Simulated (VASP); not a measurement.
Set up this calculation in VASP 6.6.1, as the native input.

```yaml
Task: relaxation of cell and atoms
Functional: PBEsol
Potentials_or_basis: VASP PAW PBE potentials, release 64 (Cu, O)
Cutoff: 600 eV
k_mesh: 6 × 6 × 6
Occupations: gaussian, width 0.03 eV
Spin: no spin polarisation
Further_INCAR_settings: ALGO = Normal; EDIFF = 1e-06; IBRION = 2; EDIFFG = -0.01; NSW = 90; ISIF = 3
```

The structure of Cu2O (Cuprite) lies in POSCAR:

```
Cu2O
1.0
    4.2600000000      0.0000000000      0.0000000000
    0.0000000000      4.2600000000      0.0000000000
    0.0000000000      0.0000000000      4.2600000000
Cu O
4 2
Direct
    0.2500000000      0.2500000000      0.2500000000
    0.2500000000      0.7500000000      0.7500000000
    0.7500000000      0.7500000000      0.2500000000
    0.7500000000      0.2500000000      0.7500000000
    0.0000000000      0.0000000000      0.0000000000
    0.5000000000      0.5000000000      0.5000000000
```

The input as run:

INCAR

```
PREC     = Accurate       # precision mode
ENCUT    = 600            # plane-wave cutoff, eV
EDIFF    = 1E-6           # SCF threshold, eV
ISMEAR   = 0              # smearing method
SIGMA    = 0.03           # smearing width, eV
LREAL    = F              # projectors in reciprocal space
LASPH    = T              # aspherical terms in the spheres
NELM     = 80             # most SCF steps
ALGO     = Normal         # electronic algorithm
ISIF     = 3              # what is computed and relaxed
LWAVE    = F              # write WAVECAR
LCHARG   = F              # write CHGCAR
GGA      = PS             # functional
IBRION   = 2              # ionic algorithm
NSW      = 90             # ionic steps
EDIFFG   = -0.01          # ionic threshold
KPAR     = 2
```

KPOINTS

```
Automatic mesh
0
Gamma
  6 6 6
```

Potentials or basis: VASP PAW PBE potentials, release 64 (Cu, O).

Run with:

```bash
$ cat potpaw_PBE.64/Cu/POTCAR potpaw_PBE.64/O/POTCAR > POTCAR
$ mpirun -np 2 vasp_std > vasp.out
```

It gave:

```
Relaxed volume                         : 12.62 Å³/atom
Relaxed cell                           : a = 4.231 Å, b = 4.231 Å, c = 4.231 Å, α = 90.00°, β = 90.00°, γ = 90.00°
Space group after relaxing (to 0.05 Å) : Pn-3m (No. 224)
Energy gained by relaxing              : 2.1 meV/atom
Ionic steps                            : 3
Pressure after relaxing                : 0.0 GPa
Band gap on the k mesh                 : 0.55 eV, direct
```

Caveat: the PAW data sets were made with another functional, which shifts forces and pressure a little.

Wall time 44 s on 2 MPI ranks on AMD EPYC 9R45 96-Core Processor (Zen 5), on a shared host, peak memory 0.21 GiB a rank.
